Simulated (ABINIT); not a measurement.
Crystal: SrO.

```
Sr O
1.0
     0.00000    2.56630    2.56630
     2.56630    0.00000    2.56630
     2.56630    2.56630    0.00000
Sr O
1 1
Cartesian
  2.5663 2.5663 2.5663
  0.0000 0.0000 0.0000
```

Base run:

* Program: ABINIT 10.8.3 (patched build)
* Functional: PBE0
* Potentials or basis: PseudoDojo NC SR PBE v0.4.1 standard
* Cutoff: 952 eV
* k mesh: 6 × 6 × 6
* Occupations: fixed
* Spin: no spin polarisation

Its results: band gap on the k mesh 5.52 eV, indirect (least direct gap 5.61 eV).

Q: The run is repeated on the same cell with these changes: functional from PBE0 to PBE. What comes out?

A: Band gap on the k mesh 3.32 eV, indirect (least direct gap 3.39 eV).

PBE0 gives the wider gap, since exact exchange removes part of the self-interaction.

A k mesh can miss the band edges.
